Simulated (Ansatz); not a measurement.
**1T-MnSTe monolayer in a perpendicular field**

Aim: how the 1T-MnSTe monolayer screens a field along its normal, and what the field does to its bands. A positive field points along +c.

Program: Ansatz 0.2.0. Level of theory: plane-wave DFT, PBE-D3(BJ), Ansatz PAW (set soft_1); PAW set soft_1. Results are calculated unless marked as measured.

## (1) Set-up

The cell holds 3 atoms: 1 Te, 1 Mn and 1 S. Cell: a = 3.555 Å, b = 3.555 Å, c = 36.561 Å, α = 90.0°, β = 90.0°, γ = 120.0°. Vacuum lies along c.

## (2) Relaxing the slab

The starting cell is a guess, so the in-plane lattice and the atoms are relaxed first, with the slab cut off from its images along the normal.

input.yaml

```yaml
crystal:
  lattice:
    - [3.555203, 0.0, 0.0]
    - [-1.7776015, 3.0788961136, 0.0]
    - [0.0, 0.0, 36.56115002]
  atoms:
    - { symbol: Te, position: [0.6666666667, 0.3333333333, 0.4622392893] }
    - { symbol: Mn, position: [0.0, 0.0, 0.5081265313], spin: 4.0 }
    - { symbol: S, position: [0.3333333333, 0.6666666667, 0.5377607107] }
  periodic: [true, true, false]
magnetization:
  spin_polarized: true
kpoints:
  mp_grid: { grid: [12, 12, 1] }
hamiltonian:
  xc: pbe
  dispersion: d3bj
  pseudopotentials: { kind: paw, azcp: { folder: soft_1 } }
scf:
  occupations: { method: fermi_dirac, width: 0.05 }
  convergence: { dr2_threshold: 1.0e-09 }
relax:
  f_tol: 0.004
  max_steps: 90
  cell: {}
output:
  write_potential: true
  write_density: true
  volumetric_format: npy
```

On the command line:

```console
$ ansatz run input.yaml --threads 2 --pin off --max-ram 3072MiB --backend cpu --events-out ev --progress --plain --runs-dir out
```

Numbers of over 12 decimals in the logs are rounded to 6 here.

The log of the run:

```text
Warning: relax.cell: scf.convergence.dr2_threshold = 1e-9 eV is looser than the 1.84222056615e-10 eV advised for a relaxation that steers and ends on the stress (1e-10 eV for each atom of the cell: 3, times the square of relax.cell.stress_2d_tol = 0.05 N/m over 12.8 Å (the atoms' height at the walk's start and 5 Å past either face), 3.918e-2 GPa, over a crystal's default 0.05). What an SCF threshold leaves in a stress goes as its square root, and in the free energy as the threshold itself, and one threshold admits the most on a small cell: [figures from the program's tests cut] Set scf.convergence.dr2_threshold to 1.84222056615e-10 eV or tighter. [rest of the remark cut]
Engine: ansatz 0.2.0, aarch64-unknown-linux-gnu
Pseudopotentials: kind: paw
Pseudopotential: Te, paw, valence charge 16, recommended cutoff 420 eV (normal), soft_1/Te.paw.azcp
Pseudopotential: Mn, paw, valence charge 15, recommended cutoff 420 eV (normal), soft_1/Mn.paw.azcp
Pseudopotential: S, paw, valence charge 6, recommended cutoff 420 eV (normal), soft_1/S.paw.azcp
Functional definition: PBE
  parameter kappa = 0.804
  parameter beta = 0.066725
  exchange = pbe_x(kappa = kappa, mu = beta*pi^2/3)
  correlation = pbe_c(beta = beta)
Crystal: 3 atoms, lattice volume = 400.202 Å³
Basis set: ecut = 420 eV, 7725 PW (Γ), exchange–correlation on 48×48×500 points (8 copies of the dense FFT grid, shifted against one another)
Bands: 25, of which v1, the nominal top of the filled ones, is band 19 counted from 1 (18 counted from 0)
Symmetry: 6 space group operations
Space group: P3m1 (ITA 156), of the structure as read, at distance tolerance 7.4e-5 Å
Magnetic group: BNS 156.49 (UNI 1279), of the structure as read, at distance tolerance 7.4e-5 Å
k-points: 19 of 144 (time reversal used)
Non-local potential: Te, projectors of the file, l = 0: 2, l = 1: 2, l = 2: 2, l = 3: 1
Non-local potential: Mn, projectors of the file, l = 0: 3, l = 1: 2, l = 2: 3, l = 3: 1
Non-local potential: S, projectors of the file, l = 0: 2, l = 1: 2, l = 2: 1
PAW form: soft (Blöchl's): semilocal exchange-correlation on the pseudo side does not see the compensation charge
PAW one-centre angular grid: Te, 590 points (default); XC on 64 Gauss nodes
PAW one-centre angular grid: Mn, 590 points (default); XC on 64 Gauss nodes
PAW one-centre angular grid: S, 110 points (default); XC on 64 Gauss nodes
Initial density: superposition of atomic densities (neutral atoms: chi_scale 0, normalization atom)
Starting moments: Σ|m| = 4 μB on 1 of 3 sites
Initial wavefunctions: pseudopotential atomic-orbital guess
Functional: x = pbe(κ = 0.804, μ = 0.219515), c = pbe(β = 0.066725)
SCF iter   1: F=—  HF=-11782.621323 eV  |F-HF|=—  |Δ(HF+E_count)|=         —  Δρ=1.13e-2 (↑1.13e-2 ↓8.73e-3)  dr2=3.23e0  dr2_m=1.87e-1  M=3.206 μB ∫|m|=3.940 μB  β_m=0.30  ethr=3.10e-3  ⟨swp⟩=19.4  Hψ=8943  notcnv=0
Mixer restart at iter 1: flushing history
preconditioner: auto → LDOS  [metal: Δε(μ)=0.096 eV  Ē_g=8.938 eV  σ=0.050 eV  W_gap=0.39  n_scr=20 (ndim 8)  ℏωp=8.1 eV  f_vac=0.806  D(μ)=0.76/eV (n_scr^D=6)]
spin=Collinear: LDOS preconditioning applied to the charge; magnetization (m = ρ↑ − ρ↓) channel mixes plain (no charge-response kernel on spin).
SCF iter   2: F=—  HF=-11782.406521 eV  |F-HF|=—  |Δ(HF+E_count)|=   2.15e-1  Δρ=7.54e-3 (↑7.54e-3 ↓6.56e-3)  dr2=4.62e-1  dr2_m=1.25e-1  M=3.138 μB ∫|m|=3.859 μB  β_m=0.46  ethr=3.10e-3  ⟨swp⟩=3.6  Hψ=1642  notcnv=0  defer=57
SCF iter   3: F=—  HF=-11782.607310 eV  |F-HF|=—  |Δ(HF+E_count)|=   2.01e-1  Δρ=4.59e-3 (↑3.19e-3 ↓4.59e-3)  dr2=2.69e-2  dr2_m=4.93e-2  M=3.076 μB ∫|m|=3.717 μB  β_m=0.73  ethr=1.25e-3  ⟨swp⟩=3.9  Hψ=1926  notcnv=0  defer=57
SCF iter   4: F=—  HF=-11782.774762 eV  |F-HF|=—  |Δ(HF+E_count)|=         —  Δρ=5.33e-3 (↑5.33e-3 ↓4.29e-3)  dr2=1.49e-2  dr2_m=8.37e-2  M=3.012 μB ∫|m|=3.435 μB  β_m=0.73  ethr=7.28e-5  ⟨swp⟩=4.9  Hψ=2767  notcnv=0  defer=35
SCF iter   5: F=—  HF=-11782.771797 eV  |F-HF|=—  |Δ(HF+E_count)|=   2.97e-3  Δρ=1.28e-3 (↑1.28e-3 ↓1.04e-3)  dr2=1.69e-2  dr2_m=4.21e-3  M=3.003 μB ∫|m|=3.364 μB  β_m=0.80  ethr=4.04e-5  ⟨swp⟩=4.1  Hψ=2370  notcnv=0  defer=34
SCF iter   6: F=—  HF=-11782.770674 eV  |F-HF|=—  |Δ(HF+E_count)|=   1.12e-3  Δρ=4.36e-4 (↑4.36e-4 ↓1.75e-4)  dr2=1.66e-3  dr2_m=1.57e-4  M=3.000 μB ∫|m|=3.338 μB  β_m=0.82  ethr=4.04e-5  ⟨swp⟩=3.4  Hψ=1613  notcnv=0  defer=32
SCF iter   7: F=—  HF=-11782.771119 eV  |F-HF|=—  |Δ(HF+E_count)|=   4.45e-4  Δρ=1.14e-4 (↑1.13e-4 ↓1.14e-4)  dr2=1.74e-4  dr2_m=4.89e-6  M=3.000 μB ∫|m|=3.336 μB  β_m=0.74  ethr=4.48e-6  ⟨swp⟩=3.4  Hψ=2187  notcnv=0  defer=30
SCF iter   8: F=—  HF=-11782.771109 eV  |F-HF|=—  |Δ(HF+E_count)|=   1.00e-5  Δρ=6.37e-5 (↑6.37e-5 ↓2.26e-5)  dr2=2.63e-5  dr2_m=3.02e-6  M=3.000 μB ∫|m|=3.335 μB  β_m=0.87  ethr=4.70e-7  ⟨swp⟩=3.3  Hψ=2055  notcnv=0  defer=30
SCF iter   9: F=—  HF=-11782.771122 eV  |F-HF|=—  |Δ(HF+E_count)|=   1.24e-5  Δρ=1.16e-5 (↑1.16e-5 ↓1.03e-5)  dr2=1.87e-6  dr2_m=6.80e-8  M=3.000 μB ∫|m|=3.334 μB  β_m=0.90  ethr=7.12e-8  ⟨swp⟩=3.1  Hψ=1672  notcnv=0  defer=30
SCF iter  10: F=—  HF=-11782.771123 eV  |F-HF|=—  |Δ(HF+E_count)|=   1.43e-6  Δρ=5.27e-6 (↑2.96e-6 ↓5.27e-6)  dr2=2.02e-7  dr2_m=1.51e-8  M=3.000 μB ∫|m|=3.334 μB  β_m=0.95  ethr=5.04e-9  ⟨swp⟩=3.3  Hψ=1849  notcnv=0  defer=30
SCF iter  11: F=—  HF=-11782.771123 eV  |F-HF|=—  |Δ(HF+E_count)|=   6.05e-8  Δρ=2.68e-6 (↑2.68e-6 ↓1.44e-6)  dr2=5.55e-8  dr2_m=9.52e-9  M=3.000 μB ∫|m|=3.334 μB  β_m=0.74  ethr=5.45e-10  ⟨swp⟩=3.2  Hψ=2011  notcnv=0  defer=30
SCF iter  12: F=—  HF=-11782.771123 eV  |F-HF|=—  |Δ(HF+E_count)|=  3.15e-10  Δρ=2.89e-7 (↑1.95e-7 ↓2.89e-7)  dr2=1.47e-9  dr2_m=6.79e-11  M=3.000 μB ∫|m|=3.334 μB  β_m=0.70  ethr=1.50e-10  ⟨swp⟩=3.5  Hψ=2094  notcnv=0  defer=30
SCF iter  13: F=—  HF=-11782.771123 eV  |F-HF|=—  |Δ(HF+E_count)|=   1.61e-9  Δρ=1.00e-7 (↑8.78e-8 ↓1.00e-7)  dr2=8.73e-11  dr2_m=2.13e-11  M=3.000 μB ∫|m|=3.334 μB  β_m=0.81  ethr=3.98e-12  ⟨swp⟩=3.0  Hψ=1954  notcnv=0  defer=30
SCF iter  14: F=-11782.771123 eV  HF=-11782.771123 eV  |F-HF|=8.00e-11  |Δ(HF+E_count)|=  8.24e-10  Δρ=6.88e-8 (↑4.28e-8 ↓6.88e-8)  dr2=7.19e-11  dr2_m=3.59e-12  M=3.000 μB ∫|m|=3.334 μB  ethr=1.00e-12  ⟨swp⟩=8.2  Hψ=6003  notcnv=0
[...]
Initial wavefunctions: pseudopotential atomic-orbital guess (no wavefunctions were taken with the density)
iter 1 solved again at ethr=9.08e-7 eV; its pass at ethr=3.10e-3 eV (dr2=3.36e-4 eV) is discarded
SCF iter   1: F=—  HF=-11782.806414 eV  |F-HF|=—  |Δ(HF+E_count)|=         —  Δρ=2.24e-5 (↑1.60e-5 ↓2.24e-5)  dr2=3.96e-6  dr2_m=8.60e-8  M=2.924 μB ∫|m|=3.249 μB  β_m=0.65  ethr=9.08e-7  ⟨swp⟩=5.4  Hψ=12575  notcnv=0
preconditioner: auto → LDOS  [metal: Δε(μ)=0.072 eV  Ē_g=8.278 eV  σ=0.050 eV  W_gap=0.32  n_scr=16 (ndim 8)  ℏωp=8.3 eV  f_vac=0.806  D(μ)=1.14/eV (n_scr^D=8)]
spin=Collinear: LDOS preconditioning applied to the charge; magnetization (m = ρ↑ − ρ↓) channel mixes plain (no charge-response kernel on spin).
SCF iter   2: F=—  HF=-11782.806387 eV  |F-HF|=—  |Δ(HF+E_count)|=   2.70e-5  Δρ=1.50e-5 (↑1.50e-5 ↓6.90e-6)  dr2=1.29e-6  dr2_m=1.04e-7  M=2.924 μB ∫|m|=3.249 μB  β_m=0.54  ethr=1.07e-8  ⟨swp⟩=3.5  Hψ=2131  notcnv=0
SCF iter   3: F=—  HF=-11782.806387 eV  |F-HF|=—  |Δ(HF+E_count)|=   4.05e-8  Δρ=3.45e-6 (↑3.45e-6 ↓2.49e-6)  dr2=1.78e-7  dr2_m=9.76e-9  M=2.924 μB ∫|m|=3.249 μB  β_m=0.54  ethr=3.49e-9  ⟨swp⟩=3.4  Hψ=1743  notcnv=0
SCF iter   4: F=—  HF=-11782.806388 eV  |F-HF|=—  |Δ(HF+E_count)|=   2.55e-7  Δρ=1.63e-6 (↑1.54e-6 ↓1.63e-6)  dr2=1.67e-8  dr2_m=7.37e-9  M=2.924 μB ∫|m|=3.248 μB  β_m=0.58  ethr=4.81e-10  ⟨swp⟩=3.1  Hψ=1750  notcnv=0
SCF iter   5: F=—  HF=-11782.806388 eV  |F-HF|=—  |Δ(HF+E_count)|=   1.46e-7  Δρ=1.23e-6 (↑1.23e-6 ↓5.78e-7)  dr2=2.59e-9  dr2_m=2.61e-9  M=2.924 μB ∫|m|=3.248 μB  β_m=0.59  ethr=4.52e-11  ⟨swp⟩=3.2  Hψ=1781  notcnv=0
iter 6 met the thresholds in force, and the SCF goes on: an eigenvalue changes by 3.73 meV, over its tolerance of 0.05 meV (output.eigenvalues, Limitations)
SCF iter   6: F=-11782.806388 eV  HF=-11782.806388 eV  |F-HF|=3.43e-9  |Δ(HF+E_count)|=   4.05e-8  Δρ=2.09e-7 (↑1.53e-7 ↓2.09e-7)  dr2=2.68e-10  dr2_m=9.63e-11  M=2.924 μB ∫|m|=3.248 μB  β_m=0.64  ethr=2.70e-12  ⟨swp⟩=14.7  Hψ=8095  notcnv=0
iter 7 met the thresholds in force, and the SCF goes on: an eigenvalue changes by 1.17 meV, over its tolerance of 0.05 meV (output.eigenvalues, Limitations)
SCF iter   7: F=-11782.806388 eV  HF=-11782.806388 eV  |F-HF|=8.48e-10  |Δ(HF+E_count)|=   2.77e-9  Δρ=6.33e-8 (↑4.44e-8 ↓6.33e-8)  dr2=1.48e-11  dr2_m=9.31e-12  M=2.924 μB ∫|m|=3.248 μB  β_m=1.00  ethr=1.00e-12  ⟨swp⟩=10.0  Hψ=6069  notcnv=0
Mixer restart at iter 7: flushing history
SCF iter   8: F=-11782.806388 eV  HF=-11782.806388 eV  |F-HF|=1.64e-9  |Δ(HF+E_count)|=   1.01e-9  Δρ=3.16e-7 (↑2.25e-7 ↓3.16e-7)  dr2=1.69e-9  dr2_m=9.24e-12  M=2.924 μB ∫|m|=3.248 μB  β_m=1.00  ethr=1.00e-12  ⟨swp⟩=1.9  Hψ=1204  notcnv=0  κ⁻¹=1.0e0(r=1)
iter 9 met the thresholds in force, and the SCF goes on: an eigenvalue changes by 0.08 meV, over its tolerance of 0.05 meV (output.eigenvalues, Limitations)
SCF iter   9: F=-11782.806388 eV  HF=-11782.806388 eV  |F-HF|=2.38e-10  |Δ(HF+E_count)|=  7.64e-11  Δρ=8.05e-8 (↑4.41e-8 ↓8.05e-8)  dr2=2.30e-10  dr2_m=2.62e-12  M=2.924 μB ∫|m|=3.248 μB  β_m=1.00  ethr=1.00e-12  ⟨swp⟩=9.0  Hψ=5721  notcnv=0  κ⁻¹=1.1e-1(r=2)
SCF iter  10: F=-11782.806388 eV  HF=-11782.806388 eV  |F-HF|=6.18e-11  |Δ(HF+E_count)|=  2.91e-11  Δρ=5.63e-8 (↑9.17e-9 ↓5.63e-8)  dr2=3.12e-11  dr2_m=2.47e-12  M=2.924 μB ∫|m|=3.248 μB  ethr=1.00e-12  ⟨swp⟩=7.5  Hψ=4831  notcnv=0
SCF 7 converged in 10 iterations: F = -11782.806388 eV  dr2 = 3.12e-11
relax step   7: F+E_penalty+E_count = -11782.80638787 eV  Δ(F+E_penalty+E_count) = +1.495e-3 eV  max|allowed force component| = 1.915e-3 eV/Å  Δτ_max = 0.0000 Å  P = -0.012 N/m  Ω = 383.062 Å³  fix = [c, alpha, beta]  reactions: c -0.000 N/m  stress off target by 1.18e-2 N/m on what of the cell is left free  SCF on the basis re-selected at this cell (its energy is not comparable with the rows above)  (10 SCF iters)
basis re-selected at this cell: Δ(F+E_penalty+E_count) = +1.495e-3 eV, ΔP = -0.009 N/m vs the last step (what re-selecting the basis moved, of the pressure what is left beyond the Pulay correction that the steps carried, after the strain that the cell walked since its last selection, with what the two solves' SCF thresholds leave and, on support functions, any second-order correction that the steps lacked; it is no m [...]
WARN: The output density's exchange-correlation potential varies sharply where the density is thin. Do not read a vacuum level from v_tot or v_xc, or from such a field of the output density. On a cell that repeats whose density bears no net charge and no dipole along the vacuum's axis use v_es (v_loc + v_h of the components); under efield.dipole_correction with no amplitude use v_es + v_field, which holds any externa [...]
SCF converged after 10 iterations
an eigenvalue changed by more than its tolerance at an iteration that met the thresholds in force, so the SCF went on 3 times, its first undamped step at iteration 7: the last check found none over its tolerance
Magnetization: 2.9236 μB (19.9618 up, 17.0382 down)
Absolute magnetization: 3.2491 μB (∫|ρ↑−ρ↓|, with the PAW one-centre terms)
Spin contamination: 0.1377 ħ² per cell (⟨S²⟩ above its minimum at these occupations)
Per-site moments (μB) at R_I (Å): [(-0.061612, 1.103405), (2.732392, 0.957417), (0.000393688, 0.957417)]
Free energy (F): -11782.806388 eV
Harris-Foulkes:  -11782.806388 eV  (|F-HF|=6.18e-11)
Internal energy: -11782.796097 eV  (E = F + TS)
E sigma→0 (E₀):  -11782.801242 eV
Entropy (-TS):   -0.010291 eV (-3.430 meV/atom)
Fermi energy:    -4.853116 eV
--- Per-component energies (eV) ---
  E_band       = -1098.206595
  E_kinetic    = 595.153456
  E_local      = -95574.039003  (includes V_loc(G=0)·N_el)
  E_nonlocal   = 558.602881
  E_hartree    = 47200.237423
  E_xc         = -320.037785
  E_vxc        = -323.489135  (∫ρ·V_xc dr)
  E_paw        = -6607.022920  (= ΣΔE_a)
  E_vpaw       = -754.909530  (= ΣTr[D̂ρ^β])
  E_aug_tail   = 0.000188  (compensation charges beyond the density's cutoff)
  E_ewald      = 42365.073282
  E_disp       = -0.763619  (pairwise vdW)
  E_smearing   = -0.010291  (= −TS)
  E_closure    = 0.000000  (closes the sum)
  Σ components = -11782.806388   (vs F -11782.806388, Δ=0.00e0)
--- Forces (eV/Å), atoms counted from 1 ---
  atom   1  Te     0.00000000    -0.00000000    -0.00191443
  atom   2  Mn     0.00000000    -0.00000000     0.00185883
  atom   3  S      0.00000000    -0.00000000     0.00005632
  max |Σ_I F_I| component: 7.14e-7 eV/Å
--- 2D stress c σ (N/m, compression-positive) ---
       -0.011799       0.000000       0.000000
        0.000000      -0.011799       0.000000
        0.000000       0.000000      -0.000000
  P = ½ c Tr σ = -0.0118 N/m
--- Band table (eV; the first three rows and the last of 38) ---
  k-point 0 ↑: bands = [... 15 lower, -7.5326, -7.5326, -5.8780, -4.3769, -4.3769, -2.4397, -2.4397, -1.2636, ... 2 higher]
  k-point 1 ↑: bands = [... 15 lower, -7.5664, -7.5161, -5.9104, -4.6886, -4.4641, -3.0761, -2.5845, -1.1336, ... 2 higher]
  k-point 2 ↑: bands = [... 15 lower, -7.6407, -7.4576, -6.1385, -5.2379, -4.7376, -4.1193, -2.8740, -0.7815, ... 2 higher]
  k-point 18 ↓: bands = [... 15 lower, -7.4198, -7.2926, -4.2014, -4.1645, -4.1562, -3.3574, -2.5533, 0.1076, ... 2 higher]
  the weakly bound empty levels are not read free of the cell's end (no_gap_told)
--- Relaxed structure (6 steps of the walk, 6 accepted, 1 SCFs on fresh bases) ---
  F+E_penalty+E_count = -11782.80638787 eV   max|allowed force component| = 1.915e-3 eV/Å   (the final SCF, on the basis selected at the relaxed cell)
  cell:  # Å, volume = 383.0616 Å³
    - [3.478236, 0, 0]
    - [-1.739118, 3.012241, 0]
    - [0, 0, 36.56115002]
  atoms:
    - { symbol: Te, position: [0.666667, 0.333333, 0.459877] }
    - { symbol: Mn, position: [0, 0, 0.508209] }
    - { symbol: S, position: [0.333333, 0.666667, 0.540040] }
```

Elapsed: 2.3 min, on 2 threads of Arm Neoverse V2, shared host; peak memory 0.76 GiB; 4.5 min of CPU time.

Step by step:

| step | energy less that of the first step (eV) | largest force component (eV/Å) | volume (Å³) |
| --- | --- | --- | --- |
| 1 | 0.0000 | 0.4103 | 400.20 |
| 2 | -0.0233 | 0.3229 | 391.14 |
| 3 | -0.0336 | 0.0615 | 389.44 |
| 4 | -0.0359 | 0.0521 | 385.96 |
| 5 | -0.0366 | 0.0340 | 383.73 |
| 6 | -0.0368 | 0.0021 | 383.06 |
| 7* | -0.0353 | 0.0019 | 383.06 |

Relaxation steps marked * repeat the geometry before them on a plane-wave basis chosen anew for their cell, so energy and pressure can jump there.

Forces are held to the 6 operations that the run works with; a distortion that breaks them can't arise in this run.

| cell as run | before | after | change |
| --- | --- | --- | --- |
| a (Å) | 3.555 | 3.478 | -2.2 % |
| b (Å) | 3.555 | 3.478 | -2.2 % |

The atoms that moved most (Å, along periodic axes as changes of fractional coordinates times the final cell, across vacuum about the mean position):

| atom | dx | dy | dz | length |
| --- | --- | --- | --- | --- |
| Te1 | 0.000 | 0.000 | -0.086 | 0.086 |
| S3 | 0.000 | 0.000 | 0.083 | 0.083 |

Final coordinates:

```cif
data_structure
_symmetry_space_group_name_H-M 'P 1'
_symmetry_Int_Tables_number 1
_cell_length_a 3.4782
_cell_length_b 3.4782
_cell_length_c 36.5612
_cell_angle_alpha 90.000
_cell_angle_beta 90.000
_cell_angle_gamma 120.000
_cell_volume 383.06
loop_
_atom_site_label
_atom_site_type_symbol
_atom_site_fract_x
_atom_site_fract_y
_atom_site_fract_z
_atom_site_occupancy
Te1 Te 0.66667 0.33333 0.45988 1
Mn2 Mn 0.00000 0.00000 0.50821 1
S3 S 0.33333 0.66667 0.54004 1
```

Numbers from this step:

| Property | Result |
| --- | --- |
| energy at zero smearing | -11782.8012 eV |
| total moment | 2.924 μB |
| site moments | -0.06161, 2.732, 3.94e-4 μB |

Site moment by atom:

| atom | site moment (μB) |
| --- | --- |
| Te1 | -0.06 |
| Mn2 | 2.73 |
| S3 | 0.00 |

The lattice constant a goes from 3.555 to 3.478 Å.

(Continued in part 2 of 2.)

[Logs are printed without paths, hosts, clocks, repeated set-up lines and the standing remarks that a program may print on its own settings, such as how far it seeks lower states.]

[Hosts, paths, dates, database ids (printed as entryN), source tags and the programs' standing remarks are cut or masked in the printed files.]

[Maps of the electrostatic potential energy from Ansatz leave out the sawtooth potential of an applied field or a dipole correction, so their vacuum need not be flat; planar profiles and work functions include it.]
